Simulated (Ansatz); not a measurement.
**P, one cell by several methods**

```
P
1.0
     2.70538    0.00000    0.00000
    -1.35269    2.34293    0.00000
     0.00000    0.00000    4.58769
P
2
Cartesian
  0.0000 1.5620 1.1469
  1.3527 0.7810 3.4408
```

Atom numbers follow the list: P1, P2.

The structure comes from a relaxation in the same program, started in the hcp type, and has space group P6_3/mmc. Whether it is a known phase or the ground state wasn't checked.

Levels of theory: DFT, PBE, PAW with Ansatz's default frozen-core files, scalar-relativistic (Ansatz 0.2.0); DFT, PBE, all-electron LAPW, scalar-relativistic (Ansatz 0.2.0).

For PAW: a Γ-centred 15×15×8 k mesh, Fermi–Dirac smearing of 0.05 eV, cutoff 420 eV, no spin polarisation. LAPW targets a basis error of 1 meV/atom. The Ansatz runs share mesh, smearing and spin set-up. Plane-wave (PAW) pressures include the program's estimate of the Pulay term.

Stress and pressure are positive in compression.

Levels count from the Fermi level.

PAW results:

```tsv
quantity	PAW
pressure (GPa)	0.00
highest filled level at Γ (eV)	-8.183
lowest empty level at Γ (eV)	5.142
highest filled level at A (eV)	-1.545
lowest empty level at A (eV)	6.028
```

What does all-electron LAPW give for the same quantities?


```
                      quantity    LAPW
                pressure (GPa)    0.05
highest filled level at Γ (eV)  -8.183
  lowest empty level at Γ (eV)   5.144
highest filled level at A (eV)  -1.546
  lowest empty level at A (eV)   6.030
```
